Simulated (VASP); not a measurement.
# CaB2 (P6/mmm) in VASP: further runs, part 2 of 2

VASP 6.6.1.

## 4. Band structure, BLYP

Input file POSCAR:

```
CaB2
1.0
    3.2264302843      0.0000000000      0.0000000000
   -1.6132151421      2.7941705897      0.0000000000
    0.0000000000      0.0000000000      4.0673920000
Ca B
1 2
Direct
    0.0000000000      0.0000000000      0.0000000000
    0.6666666667      0.3333333333      0.5000000000
    0.3333333333      0.6666666667      0.5000000000
```

Input file INCAR.step1:

```
  AGGAC = 1.0
  AGGAX = 1.0
  ALDAC = 0.0
  ALDAX = 1.0
  ALGO = Fast
  EDIFF = 1E-6
  ENCUT = 520
  GGA = B5
  ISIF = 2
  ISMEAR = -1
  LASPH = T
  LCHARG = T
  LREAL = F
  LWAVE = F
  NELM = 60
  PREC = Accurate
  SIGMA = 0.05
```

Input file KPOINTS.step1:

```
k-points
0
Gamma
  9 9 7
```

Input file INCAR.step2:

```
  AGGAC = 1.0
  AGGAX = 1.0
  ALDAC = 0.0
  ALDAX = 1.0
  ALGO = Fast
  EDIFF = 1E-6
  ENCUT = 520
  GGA = B5
  ICHARG = 11
  ISIF = 2
  ISMEAR = 0
  LASPH = T
  LCHARG = F
  LREAL = F
  LWAVE = F
  NELM = 60
  PREC = Accurate
  SIGMA = 0.05
```

Input file KPOINTS.step2:

```
path GMKGALHA,LM,KH
10
line-mode
reciprocal
 0.0000000000  0.0000000000  0.0000000000  G
 0.5000000000  0.0000000000  0.0000000000  M

 0.5000000000  0.0000000000  0.0000000000  M
 0.3333333333  0.3333333333  0.0000000000  K

 0.3333333333  0.3333333333  0.0000000000  K
 0.0000000000  0.0000000000  0.0000000000  G

 0.0000000000  0.0000000000  0.0000000000  G
 0.0000000000  0.0000000000  0.5000000000  A

 0.0000000000  0.0000000000  0.5000000000  A
 0.5000000000  0.0000000000  0.5000000000  L

 0.5000000000  0.0000000000  0.5000000000  L
 0.3333333333  0.3333333333  0.5000000000  H

 0.3333333333  0.3333333333  0.5000000000  H
 0.0000000000  0.0000000000  0.5000000000  A

 0.5000000000  0.0000000000  0.5000000000  L
 0.5000000000  0.0000000000  0.0000000000  M

 0.3333333333  0.3333333333  0.0000000000  K
 0.3333333333  0.3333333333  0.5000000000  H
```

Potentials or basis: VASP PAW PBE potentials, release 64 (Ca_sv, B).

Run with:

```console
cat potpaw_PBE.64/Ca_sv/POTCAR potpaw_PBE.64/B/POTCAR > POTCAR
cp INCAR.step1 INCAR
cp KPOINTS.step1 KPOINTS
mpirun -np 1 vasp_std > vasp.out
cp INCAR.step2 INCAR
cp KPOINTS.step2 KPOINTS
mpirun -np 1 vasp_std > vasp.out
```

OUTCAR:

```text
EDIFF = 1E-6
   ENCUT = 520
   GGA = B5
   ICHARG = 11
   ISIF = 2
   ISMEAR = 0
   LASPH = T
   LREAL = F
   NELM = 60
   PREC = Accurate

 ion  position               nearest neighbor table
   1  0.000  0.000  0.000-
   2  0.667  0.333  0.500-   3 1.86   3 1.86   3 1.86
   3  0.333  0.667  0.500-   2 1.86   2 1.86   2 1.86

  LATTYP: Found a hexagonal cell.
 ALAT       =     3.2264302843
 C/A-ratio  =     1.2606477257

  Lattice vectors:

 A1 = (   3.2264302843,   0.0000000000,   0.0000000000)
 A2 = (  -1.6132151421,   2.7941705897,   0.0000000000)
 A3 = (   0.0000000000,   0.0000000000,   4.0673920000)

Analysis of symmetry for initial positions (statically):
=====================================================================
 Subroutine PRICEL returns:
 Original cell was already a primitive cell.

 Routine SETGRP: Setting up the symmetry group for a
 hexagonal supercell.

 Subroutine GETGRP returns: Found 24 space group operations
 (whereof 24 operations were pure point group operations)
 out of a pool of 24 trial point group operations.

The static configuration has the point symmetry D_6h.

Analysis of symmetry for dynamics (positions and initial velocities):
=====================================================================
 Subroutine PRICEL returns:
 Original cell was already a primitive cell.

 Routine SETGRP: Setting up the symmetry group for a
 hexagonal supercell.

 Subroutine GETGRP returns: Found 24 space group operations
 (whereof 24 operations were pure point group operations)
 out of a pool of 24 trial point group operations.

The dynamic configuration has the point symmetry D_6h.

 Subroutine INISYM returns: Found 24 space group operations
 (whereof 24 operations are pure point group operations),
 and found     1 'primitive' translations

----------------------------------------------------------------------------------------
[... 118 lines left out ...]
   LRPA    =     F    only Hartree local field effects (RPA)
 non-spin polarized calculation
 RMM-DIIS sequential band-by-band and
 Gauss-broadening in eV      SIGMA  =   0.05
  energy-cutoff  :      520.00
  volume of cell :       36.67
 maximum number of plane-waves:      1008
 NGX is ok and might be reduce to    24

 number of electron      16.0000004 magnetization

 Free energy of the ion-electron system (eV)
  ---------------------------------------------------
  ext. energy  EPLUGINS =         0.00000000
  ---------------------------------------------------
  free energy    TOTEN  =       -13.32519280 eV

  energy without entropy =      -13.32281294  energy(sigma->0) =      -13.32400287

 E-fermi :   5.3462     XC(G=0): -10.2158

 val. band max:        5.3286056690   @ k =   0.0556   0.0000   0.0000
 cond. band min:       5.3662932930   @ k =   0.5000   0.0000   0.2222
 fundamental gap:      0.0376876240
 Fermi energy:         5.3461558029

 k-point     1 :       0.0000    0.0000    0.0000
  band No.  band energies     occupation
      1     -34.7956      2.00000
      2     -15.8700      2.00000
      3     -15.6958      2.00000
      4     -15.6958      2.00000
      5      -5.1996      2.00000
      6       3.3561      2.00000
      7       5.3825      0.30432
      8       5.3825      0.30415
      9       5.6355      0.00000
     10      10.2689      0.00000
     11      10.2706      0.00000
     12      11.1158      0.00000
[... 331 lines left out ...]
 k-point    24 :       0.2222    0.2222    0.0000
  band No.  band energies     occupation
      1     -34.6960      2.00000
      2     -16.2680      2.00000
      3     -15.9450      2.00000
      4     -15.7327      2.00000
      5      -2.8932      2.00000
      6       0.9932      2.00000
      7       2.5277      2.00000
      8       3.8180      2.00000
      9       7.4821      0.00000
     10       8.0818      0.00000
     11       8.4077      0.00000
     12      12.2189      0.00000

 [... further k-points ...]

------------------------ aborting loop because EDIFF is reached ----------------------------------------

  FORCE on cell =-STRESS in cart. coord.  units (eV):
  Direction    XX          YY          ZZ          XY          YZ          ZX
  --------------------------------------------------------------------------------------
  -------------------------------------------------------------------------------------
  Total        0.9639968      0.9639968      2.5307099      0.0000000      0.0000000      0.0000000
  in kB       42.1206367     42.1206367    110.5762119      0.0000000      0.0000000      0.0000000
  external PRESSURE =      64.9391618 kB  Pullay stress =       0.0000000 kB

 VOLUME and BASIS-vectors are now :
 -----------------------------------------------------------------------------
  energy-cutoff  :      520.00
  volume of cell :       36.67
      direct lattice vectors                 reciprocal lattice vectors
     3.226430284  0.000000000  0.000000000     0.309940061  0.178943978  0.000000000
    -1.613215142  2.794170590  0.000000000     0.000000000  0.357887956  0.000000000
     0.000000000  0.000000000  4.067392000     0.000000000  0.000000000  0.245857788

 POSITION                                       TOTAL-FORCE (eV/Angst)
 -----------------------------------------------------------------------------------
      0.00000      0.00000      0.00000         0.000000      0.000000      0.000000
      1.61322      0.93139      2.03370         0.000000      0.000000      0.000000
     -0.00000      1.86278      2.03370        -0.000000     -0.000000      0.000000
 -----------------------------------------------------------------------------------
    total drift:                                0.000000      0.000000     -0.000000

  FREE ENERGIE OF THE ION-ELECTRON SYSTEM (eV)
  ---------------------------------------------------
  free  energy   TOTEN  =       -13.3251928043 eV

  energy  without entropy=      -13.3228129414  energy(sigma->0) =      -13.32400287
```

OUTCAR.step1:

```text
EDIFF = 1E-6
   ENCUT = 520
   GGA = B5
   ISIF = 2
[... 589 lines left out ...]
      0.00000      0.00000      0.00000        -0.000000      0.000000      0.000000
      1.61322      0.93139      2.03370         0.000000     -0.000000      0.000000
     -0.00000      1.86278      2.03370        -0.000000      0.000000     -0.000000
 -----------------------------------------------------------------------------------
    total drift:                               -0.000000      0.000000      0.000000

  FREE ENERGIE OF THE ION-ELECTRON SYSTEM (eV)
  ---------------------------------------------------
  free  energy   TOTEN  =       -13.9679761424 eV

  energy  without entropy=      -13.9594934603  energy(sigma->0) =      -13.96373480
```

It took 62 s on 1 thread of Intel Xeon Platinum 8375C at 2.90GHz (Ice Lake), shared host; peak memory 0.17 GiB.

Results:

| Property | Result |
| --- | --- |
| Band gap along the path | none (metal or under the smearing width) |

Levels at the corners of the path, in eV from the Fermi level:
| point | band 5 | band 6 | band 7 | band 8 | band 9 | band 10 | band 11 | band 12 |
| --- | --- | --- | --- | --- | --- | --- | --- | --- |
| Γ | -10.30 | -1.74 | 0.29 | 0.29 | 0.54 | 5.17 | 5.17 | 6.02 |
| M | -6.81 | -6.25 | -1.39 | -1.18 | 1.05 | 3.17 | 5.12 | 6.22 |
| M | -6.81 | -6.25 | -1.39 | -1.18 | 1.05 | 3.17 | 5.12 | 6.22 |
| K | -5.85 | -5.85 | -4.10 | 0.02 | 0.02 | 3.80 | 3.80 | 6.25 |
| K | -5.85 | -5.85 | -4.10 | 0.02 | 0.02 | 3.80 | 3.80 | 6.25 |
| Γ | -10.30 | -1.74 | 0.29 | 0.29 | 0.54 | 5.17 | 5.18 | 6.02 |
| Γ | -10.30 | -1.74 | 0.29 | 0.29 | 0.54 | 5.17 | 5.17 | 6.02 |
| A | -9.31 | -4.53 | 0.85 | 0.85 | 3.36 | 3.93 | 3.93 | 4.21 |
| A | -9.31 | -4.53 | 0.85 | 0.85 | 3.36 | 3.93 | 3.94 | 4.21 |
| L | -7.31 | -5.41 | -1.70 | -0.80 | -0.61 | 5.17 | 5.75 | 6.13 |
| L | -7.31 | -5.41 | -1.70 | -0.80 | -0.61 | 5.17 | 5.75 | 6.13 |
| H | -6.16 | -6.16 | -3.31 | -0.28 | -0.28 | 5.79 | 6.47 | 6.52 |
| H | -6.16 | -6.16 | -3.31 | -0.28 | -0.28 | 5.79 | 6.47 | 6.51 |
| A | -9.31 | -4.53 | 0.85 | 0.85 | 3.36 | 3.93 | 3.93 | 4.21 |
| L | -7.31 | -5.41 | -1.70 | -0.80 | -0.61 | 5.17 | 5.75 | 6.13 |
| M | -6.81 | -6.25 | -1.39 | -1.18 | 1.05 | 3.17 | 5.12 | 6.22 |
| K | -5.85 | -5.85 | -4.10 | 0.02 | 0.02 | 3.80 | 3.80 | 6.25 |
| H | -6.16 | -6.16 | -3.31 | -0.28 | -0.28 | 5.79 | 6.47 | 6.47 |

Caveat: the log is that of the step along the path at fixed density, whose energy, stress, charges and moments have no meaning; the PAW data sets were made with another functional, which shifts forces and pressure a little.

## 5. Band structure, AM05

POSCAR is that of step 4.

Input file INCAR.step1:

```
  ALGO = Fast
  EDIFF = 1E-6
  ENCUT = 520
  GGA = AM
  ISIF = 2
  ISMEAR = -1
  LASPH = T
  LCHARG = T
  LREAL = F
  LWAVE = F
  NELM = 60
  PREC = Accurate
  SIGMA = 0.05
```

KPOINTS.step1 is that of step 4.

Input file INCAR.step2:

```
  ALGO = Fast
  EDIFF = 1E-6
  ENCUT = 520
  GGA = AM
  ICHARG = 11
  ISIF = 2
  ISMEAR = 0
  LASPH = T
  LCHARG = F
  LREAL = F
  LWAVE = F
  NELM = 60
  PREC = Accurate
  SIGMA = 0.05
```

KPOINTS.step2 is that of step 4.

Run with:

```console
cat potpaw_PBE.64/Ca_sv/POTCAR potpaw_PBE.64/B/POTCAR > POTCAR
cp INCAR.step1 INCAR
cp KPOINTS.step1 KPOINTS
mpirun -np 1 vasp_std > vasp.out
cp INCAR.step2 INCAR
cp KPOINTS.step2 KPOINTS
mpirun -np 1 vasp_std > vasp.out
```

Wall time 54 s (1 thread of Intel Xeon Platinum 8375C at 2.90GHz (Ice Lake), shared host); peak memory 0.17 GiB.

Results (log left out):

```yaml
Band_gap_along_the_path: none (metal or under the smearing width)
```

Levels at the corners of the path, in eV from the Fermi level:
```
point  band 6  band 7  band 8  band 9  band 10  band 11
    Γ   -1.74    0.39    0.42    0.42     5.49     5.49
    M   -6.31   -1.37   -1.13    0.99     3.19     5.35
    M   -6.31   -1.37   -1.13    0.99     3.19     5.35
    K   -5.78   -4.25    0.05    0.05     3.87     3.87
    K   -5.78   -4.25    0.05    0.05     3.87     3.87
    Γ   -1.74    0.39    0.42    0.42     5.49     5.49
    Γ   -1.74    0.39    0.42    0.42     5.49     5.49
    A   -4.67    0.99    0.99    3.43     4.16     4.16
    A   -4.67    0.99    0.99    3.43     4.16     4.17
    L   -5.42   -1.65   -0.85   -0.66     5.30     5.61
    L   -5.42   -1.65   -0.85   -0.66     5.30     5.61
    H   -6.10   -3.40   -0.32   -0.32     5.87     6.81
    H   -6.10   -3.40   -0.32   -0.32     5.87     6.81
    A   -4.67    0.99    0.99    3.43     4.16     4.16
    L   -5.42   -1.65   -0.85   -0.66     5.30     5.61
    M   -6.31   -1.37   -1.13    0.99     3.19     5.35
    K   -5.78   -4.25    0.05    0.05     3.87     3.87
    H   -6.10   -3.40   -0.32   -0.32     5.87     6.81
```

Caveat: the log is that of the step along the path at fixed density, whose energy, stress, charges and moments have no meaning; the PAW data sets were made with another functional, which shifts forces and pressure a little.
